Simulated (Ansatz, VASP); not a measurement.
PbS: VASP beside Ansatz

Contents of INCAR:

```
SYSTEM = PbS
ALGO = Fast
EDIFF = 1E-6
ENCUT = 520
ISIF = 2
ISMEAR = 0
LASPH = .TRUE.
LCHARG = .TRUE.
LELF = .TRUE.
LREAL = .FALSE.
LVHAR = .TRUE.
LWAVE = .FALSE.
NBANDS = 28
NELM = 100
PREC = Accurate
SIGMA = 0.01
```

File KPOINTS:

```
k-points
0
G
  8 8 6
  0 0 0
```

File POSCAR:

```
PbS
1.0
   -4.2027308560      0.0000000000      0.0000000000
    0.0000000000     -4.2027308560      0.0000000000
    0.0000000000      0.0000000000      5.8282337725
Pb S
2 2
Direct
    0.0000000000      0.0000000000      0.0000000000
    0.5000000000      0.5000000000      0.5000000000
    0.5000000000      0.5000000000      0.0000000000
    0.0000000000      0.0000000000      0.5000000000
```

Input for Ansatz:

```yaml
crystal:
  lattice:
    - [4.202730856, 0.0, 0.0]
    - [0.0, 4.202730856, 0.0]
    - [0.0, 0.0, -5.8282337725]
  atoms:
    - { symbol: Pb, position: [0.0, 0.0, 0.0] }
    - { symbol: Pb, position: [0.5, 0.5, 0.5] }
    - { symbol: S, position: [0.5, 0.5, 0.0] }
    - { symbol: S, position: [0.0, 0.0, 0.5] }
basis:
  ecutwfc: 420
kpoints:
  mp_grid: { grid: [8, 8, 6] }
  band_path:
    path:
      - [[0.0, 0.0, 0.0], [0.5, 0.5, 0.0], [0.5, 0.5, -0.5], [0.5, 0.0, -0.5], [0.0, 0.0, 0.0], [0.0, 0.0, -1.0], [0.24000845, 0.0, -1.0]]
      - [[0.75999155, 0.0, 0.0], [0.0, 0.0, 0.0]]
      - [[0.5, 0.5, 0.0], [0.75999155, 0.24000845, 0.0]]
      - [[0.24000845, 0.24000845, -1.0], [0.0, 0.0, -1.0]]
    npoints: 10
hamiltonian:
  xc: lda
scf:
  occupations: { method: gaussian, width: 0.01 }
  n_extra_bands: 8
output:
  forces: true
  stress: true
  eigenvalues: true
```

Alike in both runs: task single point; functional LDA; k mesh 8 × 8 × 6; occupations gaussian, width 0.01 eV; no spin polarisation.

|  | VASP | Ansatz |
| --- | --- | --- |
| version | VASP 6.6.1 | Ansatz 0.2.0 |
| potentials or method | VASP PAW LDA potentials, release 64 (Pb_d, S) | scalar-relativistic, plane waves, PAW |
| plane-wave cutoff (eV) | 520 | 420 |
| valence electrons in the cell | 40 | 40 |

|  | VASP | Ansatz | Ansatz less VASP |
| --- | --- | --- | --- |
| gap on the k mesh at the Fermi level (eV) | 0.15 | 0.17 | +0.024 |
| least direct gap on the mesh (eV) | 0.15 | 0.17 | +0.024 |
| pressure (GPa) | -1.7 | -1.8 | -0.06 |
| largest component of the traceless stress (GPa) | 1.78 | 1.76 | -0.016 |

Caveats: spin-orbit coupling is left out, which as a rule narrows the gap of such compounds by several tenths of an eV. A k mesh can miss the band edges.
